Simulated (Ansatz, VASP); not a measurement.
## SiC in VASP and in Ansatz

```
Si C
1.0
     0.00000    1.81772    1.81772
     1.81772    0.00000    1.81772
     1.81772    1.81772    0.00000
Si C
1 1
Direct
  0.00000 0.00000 0.00000
  0.50000 0.50000 0.50000
```

Change from the starting cell: volume scaled by 0.72, LAPW.

Alike in both runs: task single point; functional PBE; k mesh 17 × 17 × 17; occupations fermi-dirac, width 0.05 eV; no spin polarisation.

|  | VASP | Ansatz |
| --- | --- | --- |
| version | VASP 6.6.1 | Ansatz 0.2.0 |
| potentials or method | VASP PAW PBE potentials, release 64 (Si, C), cutoff 520 eV | all-electron LAPW, scalar-relativistic |

Ansatz gave:

- pressure (GPa): 164.4

**Question.** Estimate VASP's values.

**Answer.** Pressure (GPa): 164.2.

Ansatz ran all-electron here, so the differences hold the error of VASP's frozen core and of both bases.

Caveats: the cell as given lies far from equilibrium; so large a pressure means that the cell lies far from this level's equilibrium, or that cutoff or potentials fall short (VASP). A k mesh can miss the band edges.
